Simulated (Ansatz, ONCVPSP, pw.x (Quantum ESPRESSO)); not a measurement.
## pw.x on diamond P: one setting changed

Potential: optimised norm-conserving Vanderbilt (ONCV), ONCVPSP 4.0.1.1 (patched build), PBE; core [Ne], reference 3s2 3p3; waves: 3s: rc 1.60 bohr, ncon 4, nbas 8, qcut 4.8 1/bohr, 2 projectors, debl 2.5 Ha; 3p: rc 1.75 bohr, ncon 3, nbas 7, qcut 4.8 1/bohr, 2 projectors, debl 1.4 Ha; d scattering state at 0.03 Ha: rc 1.75 bohr, ncon 5, nbas 10, qcut 5.7 1/bohr, 1 projector; local part: polynomial inside 1.05 bohr (lpopt 5, dvloc0 4 Ha); core correction: Teter function fitted to the true core (icmod 2), fcfact 0.6.

The reference run (k-mesh 8³, cutoffs 50/200 Ry, Fermi–Dirac 0.01 Ry, mixing_beta 0.4, conv_thr 1e-9, no spin) gives -0.15 GPa at 20.949 Å³/atom, where all-electron LAPW gives -0.21 GPa. This run, with its own iteration cap, changes degauss to 0.005.

```
&control
  calculation='scf', prefix='x', pseudo_dir='./', outdir='./tmp', tstress=.true., disk_io='none'
/
&system
  ibrav=0, nat=2, ntyp=1, ecutwfc=50, ecutrho=200, nbnd=12,
  occupations='smearing', smearing='fd', degauss=0.005
/
&electrons
  conv_thr=1e-09, mixing_beta=0.4, electron_maxstep=50
/
ATOMIC_SPECIES
P 1.0 P.UPF
CELL_PARAMETERS angstrom
  0.00000000 2.75668895 2.75668895
  2.75668895 0.00000000 2.75668895
  2.75668895 2.75668895 0.00000000
ATOMIC_POSITIONS crystal
P 0.0000 0.0000 0.0000
P 0.2500 0.2500 0.2500
K_POINTS automatic
8 8 8 0 0 0
```

```bash
pw.x < P.scf.in > P.scf.out
```

Task: How does the run end?

Result: It converges in 7 iterations; the free energy moves by +20.5 meV/atom and the pressure by +0.07 GPa. In a metal, with Fermi–Dirac smearing, F lies below its zero-width value by a term in the square of the width.

```
Message from routine setup:
     using ibrav=0 with symmetry is DISCOURAGED, use correct ibrav instead
     lattice parameter (alat)  =       7.3672  a.u.
     unit-cell volume          =     282.7417 (a.u.)^3
     number of electrons       =        10.00
     number of Kohn-Sham states=           12
     kinetic-energy cutoff     =      50.0000  Ry
     charge density cutoff     =     200.0000  Ry
     scf convergence threshold =      1.0E-09
     Exchange-correlation= PBE
     number of k points=    29  Fermi-Dirac smearing, width (Ry)=  0.0050
     iteration #  1     ecut=    50.00 Ry     beta= 0.40
     total energy              =     -32.89287888 Ry
     estimated scf accuracy    <       0.01643677 Ry
     iteration #  2     ecut=    50.00 Ry     beta= 0.40
     total energy              =     -32.89189452 Ry
     estimated scf accuracy    <       0.00476725 Ry
     iteration #  3     ecut=    50.00 Ry     beta= 0.40
     total energy              =     -32.89207638 Ry
     estimated scf accuracy    <       0.00007599 Ry
     iteration #  4     ecut=    50.00 Ry     beta= 0.40
     c_bands:  1 eigenvalues not converged
     total energy              =     -32.89208668 Ry
     estimated scf accuracy    <       0.00000030 Ry
     iteration #  5     ecut=    50.00 Ry     beta= 0.40
     total energy              =     -32.89208708 Ry
     estimated scf accuracy    <       0.00000003 Ry
     iteration #  6     ecut=    50.00 Ry     beta= 0.40
     total energy              =     -32.89208709 Ry
     estimated scf accuracy    <          1.4E-09 Ry
     iteration #  7     ecut=    50.00 Ry     beta= 0.40
     the Fermi energy is     6.6645 ev
!    total energy              =     -32.89208709 Ry
     estimated scf accuracy    <          2.0E-11 Ry
     smearing contrib. (-TS)   =      -0.00215139 Ry
     The total energy is F=E-TS. E is the sum of the following terms:
     one-electron contribution =       3.95674334 Ry
     hartree contribution      =       2.54309706 Ry
     xc contribution           =     -13.53837593 Ry
     ewald contribution        =     -25.85140017 Ry
     convergence has been achieved in   7 iterations
          total   stress  (Ry/bohr**3)                   (kbar)     P=       -0.84
     Message from routine punch:
     Nothing written, as per user request (disk_io='none')
```

The run took about 17 s on one core of a shared host (Neoverse-N1, 64 threads, 124 GiB, load 56).
